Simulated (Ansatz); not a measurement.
# Zr: eigenvalues along the path

```
CELL_PARAMETERS angstrom
-1.81000 1.81000 1.81000
1.81000 -1.81000 1.81000
1.81000 1.81000 -1.81000
ATOMIC_POSITIONS crystal
Zr 0.00000 0.00000 0.00000
```

The geometry is COD entry 9008559, unchecked; take it as a test cell.

These are results of DFT, LDA, all-electron LAPW, scalar-relativistic (Ansatz 0.2.0), not measurements.

Sampling and basis: a Γ-centred 16×16×16 k mesh, Fermi–Dirac smearing of 0.03 eV, basis error target 0.5 meV/atom, no spin polarisation.

Path points, in fractions of the reciprocal vectors: Γ (0.000, 0.000, 0.000), H (0.500, -0.500, 0.500), N (0.000, 0.000, 0.500), P (0.250, 0.250, 0.250). Levels in eV from the Fermi level; bands 13 to 16, counted from the lowest band of the run. The gap is zero.

```
# k(1/Å) point b13 b14 b15 b16
0.000 Γ -5.33 1.07 1.07 1.07
0.124 - -5.25 1.06 1.06 1.11
0.248 - -4.99 1.02 1.02 1.23
0.372 - -4.59 0.99 0.99 1.43
0.496 - -4.07 0.99 0.99 1.70
0.620 - -3.46 1.05 1.05 1.08
0.744 - -2.83 0.41 1.20 1.20
0.868 - -2.25 -0.22 1.44 1.44
0.992 - -1.83 -0.79 1.78 1.78
1.116 - -1.66 -1.29 2.24 2.24
1.240 - -1.74 -1.70 2.81 2.81
1.364 - -2.03 -1.96 3.49 3.49
1.488 - -2.26 -2.21 4.25 4.25
1.612 - -2.41 -2.39 5.04 5.04
1.736 H -2.45 -2.45 5.51 5.51
1.823 - -2.43 -2.42 5.20 5.24
1.911 - -2.35 -2.33 4.58 4.64
1.999 - -2.23 -2.18 3.89 3.96
2.086 - -2.08 -1.97 3.20 3.29
2.174 - -1.93 -1.70 2.53 2.69
2.262 - -1.81 -1.39 1.91 2.22
2.349 - -1.77 -1.03 1.33 1.94
2.437 - -1.83 -0.63 0.82 1.89
2.525 - -2.00 -0.20 0.38 2.05
2.612 - -2.21 0.01 0.25 2.35
2.700 - -2.42 -0.28 0.71 2.73
2.788 - -2.59 -0.49 1.13 3.10
2.875 - -2.70 -0.62 1.45 3.37
2.963 N -2.74 -0.66 1.58 3.48
3.051 - -2.74 -0.64 1.48 3.49
3.138 - -2.74 -0.59 1.22 3.49
3.226 - -2.77 -0.51 0.90 3.46
3.314 - -2.85 -0.40 0.61 3.39
3.401 - -3.01 -0.25 0.42 3.29
3.489 - -3.28 -0.09 0.36 3.17
3.577 - -3.61 0.09 0.42 2.98
3.664 - -3.98 0.29 0.56 2.50
3.752 - -4.35 0.48 0.72 2.08
3.840 - -4.68 0.67 0.87 1.72
3.927 - -4.96 0.83 0.98 1.44
4.015 - -5.16 0.96 1.04 1.24
4.103 - -5.29 1.04 1.06 1.11
4.190 Γ -5.33 1.07 1.07 1.07
4.298 - -5.27 1.04 1.04 1.14
4.405 - -5.08 0.94 0.94 1.36
4.512 - -4.78 0.76 0.76 1.73
4.620 - -4.38 0.52 0.52 2.23
4.727 - -3.90 0.25 0.25 2.87
4.835 - -3.37 -0.03 -0.03 3.43
4.942 - -2.80 -0.27 -0.27 3.56
5.049 - -2.23 -0.47 -0.47 3.70
5.157 - -1.66 -0.62 -0.62 3.85
5.264 - -1.15 -0.70 -0.70 3.99
5.371 - -0.73 -0.72 -0.72 4.10
5.479 - -0.69 -0.69 -0.46 4.18
5.586 - -0.61 -0.61 -0.40 4.23
5.693 P -0.52 -0.52 -0.52 4.25
5.801 - -0.76 -0.42 -0.42 4.23
5.908 - -1.03 -0.34 -0.34 4.17
6.016 - -1.23 -0.30 -0.30 4.07
6.123 - -1.31 -0.32 -0.32 3.95
6.230 - -1.23 -0.42 -0.42 3.84
6.338 - -0.98 -0.61 -0.61 3.79
6.445 - -0.87 -0.87 -0.54 3.83
6.552 - -1.18 -1.18 0.09 3.95
6.660 - -1.51 -1.51 0.87 4.15
6.767 - -1.82 -1.82 1.80 4.42
6.875 - -2.08 -2.08 2.84 4.74
6.982 - -2.28 -2.28 3.93 5.08
7.089 - -2.41 -2.41 4.96 5.38
7.197 H -2.45 -2.45 5.51 5.51
8.700 P -0.52 -0.52 -0.52 4.25
8.762 - -0.61 -0.56 -0.41 4.24
8.824 - -0.68 -0.67 -0.28 4.21
8.886 - -0.83 -0.73 -0.14 4.16
8.948 - -1.05 -0.77 0.03 4.09
9.010 - -1.28 -0.79 0.21 4.00
9.072 - -1.53 -0.79 0.40 3.92
9.134 - -1.78 -0.78 0.59 3.83
9.196 - -2.01 -0.77 0.79 3.74
9.258 - -2.22 -0.74 0.99 3.67
9.320 - -2.40 -0.72 1.18 3.60
9.382 - -2.54 -0.70 1.34 3.55
9.444 - -2.65 -0.68 1.47 3.51
9.506 - -2.72 -0.67 1.56 3.48
9.568 N -2.74 -0.66 1.58 3.48
```
